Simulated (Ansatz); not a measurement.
## Al2Cu: enthalpy against pressure

Al2Cu, I4/mcm, a = 5.992 Å, c = 4.829 Å. The structure is a Materials Project entry; whether it is the stable form wasn't checked. Ansatz: PBEsol, PAW, 420 eV, Γ-centred 10×10×10 mesh on 6 atoms, Gaussian smearing 0.10 eV; no spin polarisation. Cell and atoms are relaxed at each pressure, and no other structure is tried, so the rows at high pressure may lie past a change of phase. y is the enthalpy over the state at zero pressure; there V0 = 14.449 Å³/atom. The pressures are the targets, met within 0.05 GPa.

```
P (GPa) y (eV/atom)
   -1.0      -0.0906
    0.0       0.0000
    1.0       0.0898
    4.0       0.3545
   12.0       1.0320
   25.0       2.0650
   50.0            ?
   90.0       6.5186
```

**Question.** Fit y = c1 P + c2 P² + c3 P³ to the other rows, say what c1 and c2 mean, and predict the missing value.

**Answer.** Least squares on the rows shown. y = 0.089675 P − 0.00031851 P² + 1.4098×10⁻⁶ P³. Since dH/dP = V, c1 is V0: 0.089675 eV/GPa × 160.2 = 14.366 Å³ against 14.449; c2 = −V0/(2B0) gives B0 = 141 GPa, where a Birch–Murnaghan fit to the volumes of the same runs (not shown) gives 110 GPa: a cubic over this range folds the higher terms into c2. Above P = −c2/(3 c3) = 75 GPa the cubic's slope, the volume, would rise with pressure, so the form fails there. At P = 50.0 the fit asked for gives 3.8637 eV/atom. The run gave 3.8890 eV/atom, so the fit is 0.0253 eV/atom too low, 0.38 % of the span of the series, against an rms of 0.0005 eV/atom on the fitted rows. With a term in P⁴ added, a fit to the same known rows predicts 3.9093 eV/atom, which misses by about as much or more on the other side: the known rows don't fix the higher terms.